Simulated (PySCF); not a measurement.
# How good is the calculation?

Molfile (atoms numbered from 1):
```
C4H10O
     RDKit          3D

 15 14  0  0  0  0  0  0  0  0999 V2000
    2.0743    0.0124   -0.1646 C   0  0  0  0  0  0  0  0  0  0  0  0
    0.6416    0.4466   -0.4484 C   0  0  0  0  0  0  0  0  0  0  0  0
   -0.3597   -0.6511   -0.0895 C   0  0  0  0  0  0  0  0  0  0  0  0
   -1.8028   -0.2742   -0.4334 C   0  0  0  0  0  0  0  0  0  0  0  0
   -2.3272    0.7428    0.3861 O   0  0  0  0  0  0  0  0  0  0  0  0
    2.1960   -0.2332    0.8880 H   0  0  0  0  0  0  0  0  0  0  0  0
    2.3298   -0.8660   -0.7528 H   0  0  0  0  0  0  0  0  0  0  0  0
    2.7724    0.8081   -0.4137 H   0  0  0  0  0  0  0  0  0  0  0  0
    0.4268    1.3493    0.1301 H   0  0  0  0  0  0  0  0  0  0  0  0
    0.5405    0.6953   -1.5082 H   0  0  0  0  0  0  0  0  0  0  0  0
   -0.1062   -1.5623   -0.6344 H   0  0  0  0  0  0  0  0  0  0  0  0
   -0.2991   -0.8662    0.9793 H   0  0  0  0  0  0  0  0  0  0  0  0
   -2.4588   -1.1337   -0.2758 H   0  0  0  0  0  0  0  0  0  0  0  0
   -1.8645    0.0176   -1.4930 H   0  0  0  0  0  0  0  0  0  0  0  0
   -1.7675    1.5226    0.3029 H   0  0  0  0  0  0  0  0  0  0  0  0
  1  2  1  0
  2  3  1  0
  3  4  1  0
  4  5  1  0
  1  6  1  0
  1  7  1  0
  1  8  1  0
  2  9  1  0
  2 10  1  0
  3 11  1  0
  3 12  1  0
  4 13  1  0
  4 14  1  0
  5 15  1  0
M  END
```

Measured values that the calculation should reproduce: δ $^{17}$O O5 -4.0 ppm (measured; liquid, neat; K. Matsuzaki, S. Hayashi, W. Nakanishi, RSC Adv. 2024, ESI (observed values from its refs S1-S5)).
δ $^{1}$H H13/H14 3.64; H11/H12 1.56; H9/H10 1.39; H6/H7/H8 0.94 ppm (measured; solution, not stated per compound (mostly CDCl3 or CCl4); Pretsch, Buehlmann, Badertscher, Structure Determination of Organic Compounds, 4th ed. (2009)).

PySCF 2.14.0 with density-fitted response routines calculation with structure optimised with GFN2-xTB and shielding tensors at PBE0/pcSseg-1 (GIAO); gas phase, equivalent nuclei averaged, no relativistic terms, one computed conformer.

(1) How close does the calculation come?

(2) How far are the unscaled $^{1}$H shifts from the references?

Answers

(1) 
Reference values: measured (liquid, neat; K. Matsuzaki, S. Hayashi, W. Nakanishi, RSC Adv. 2024, ESI (observed values from its refs S1-S5)).
```json
{"atoms": "O5", "quantity": "δ $^{17}$O vs H2O", "reference": "-4.0", "computed": "–", "computed, scaled": "-6.2"}
```

Reference values: measured (solution, not stated per compound (mostly CDCl3 or CCl4); Pretsch, Buehlmann, Badertscher, Structure Determination of Organic Compounds, 4th ed. (2009)).
```tsv
atoms	quantity	reference	computed	computed, scaled
H13/H14	δ $^{1}$H	3.64	3.91	3.78
H11/H12	δ $^{1}$H	1.56	1.39	1.40
H9/H10	δ $^{1}$H	1.39	1.21	1.23
H6/H7/H8	δ $^{1}$H	0.94	1.11	1.13
```

Computed shifts are σ(ref) − σ with the named reference compound (TMS for H and C) calculated as an isolated molecule at the same level. The measured values may be among those fitted. Expected solution values come from regression of measured δ (H and C: mostly CDCl3, vs TMS) on computed σ: $^{1}$H: δ = 30.01 − 0.943σ (rms 0.17 ppm, 504 shifts, 0.18 ppm with the 4 outliers that the fit left out); $^{17}$O: δ = 266.70 − 0.911σ (rms 10.7 ppm, 155 shifts, 12.2 ppm with the 3 outliers that the fit left out vs liquid water, solution or neat liquid). Occasional misses reach two or three times the rms, and more in compound classes unlike the fitted ones. Hydrogens on heteroatoms aren't scaled, only referred to computed TMS.

(2) Mean signed difference +0.02 ppm, mean absolute 0.20 ppm over 4 comparisons; the largest is +0.27 ppm at H13/H14 (hydrogen on an sp3 CH2 bonded to O).

5 of the 6 published NMR values on file for this molecule are compared. The rest: values from further sources.
